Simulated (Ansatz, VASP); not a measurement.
**P: VASP beside Ansatz**

Contents of INCAR:

```
ALGO     = Fast           # electronic algorithm
EDIFF    = 1E-6           # SCF threshold, eV
ENCUT    = 520            # plane-wave cutoff, eV
GGA      = PE             # functional
ISIF     = 2              # what is computed and relaxed
ISMEAR   = -1             # smearing method
LASPH    = T              # aspherical terms in the spheres
LCHARG   = F              # write CHGCAR
LREAL    = F              # projectors in reciprocal space
LWAVE    = F              # write WAVECAR
NBANDS   = 12             # bands
NELM     = 100            # most SCF steps
PREC     = Accurate       # precision mode
SIGMA    = 0.05           # smearing width, eV
```

The input KPOINTS:

```
k-points
0
Gamma
  9 9 9
```

Contents of POSCAR:

```
P
1.0
    1.7371541546      1.0029464188      3.1504069738
   -1.7371541546      1.0029464188      3.1504069738
    0.0000000000     -2.0058928376      3.1504069738
P
2
Direct
    0.7729197500      0.7729197500      0.7729197500
    0.2270802500      0.2270802500      0.2270802500
```

File input.yaml:

```yaml
crystal:
  lattice:
    - [1.7371541546, 1.0029464188, 3.1504069738]
    - [-1.7371541546, 1.0029464188, 3.1504069738]
    - [0.0, -2.0058928376, 3.1504069738]
  atoms:
    - { symbol: P, position: [0.77291975, 0.77291975, 0.77291975] }
    - { symbol: P, position: [0.22708025, 0.22708025, 0.22708025] }
kpoints:
  mp_grid: { grid: [9, 9, 9] }
scf:
  occupations: { method: fermi_dirac, width: 0.05 }
hamiltonian:
  xc: pbe
  pseudopotentials: { kind: all_electron, lapw: { basis_error: 0.0005 } }
output:
  forces: true
  stress: true
  eigenvalues: true
```

Change from the starting cell: volume scaled by 1.02.

Alike in both runs: task single point; functional PBE; k mesh 9 × 9 × 9; occupations fermi-dirac, width 0.05 eV; no spin polarisation.

```csv
,VASP,Ansatz
version,VASP 6.6.1,Ansatz 0.2.0
potentials or method,"VASP PAW PBE potentials, release 64 (P)","all-electron LAPW, scalar-relativistic"
plane-wave cutoff (eV),520,see its input
```

Ansatz gave:

```
gap on the k mesh at the Fermi level (eV)       : none
pressure (GPa)                                  : 0.1
largest component of the traceless stress (GPa) : 0.66
rms of the force components (eV/Å)              : 0.052
```

Problem. Which values does VASP return?

Solution. gap on the k mesh at the Fermi level (eV): none; pressure (GPa): -0.2; largest component of the traceless stress (GPa): 0.50; rms of the force components (eV/Å): 0.031.

Atom by atom the forces differ by 0.022 eV/Å (rms over components). A gap of «none» marks a metal or a gap that the smearing closes. Ansatz ran all-electron here, so the differences hold the error of VASP's frozen core and of both bases.
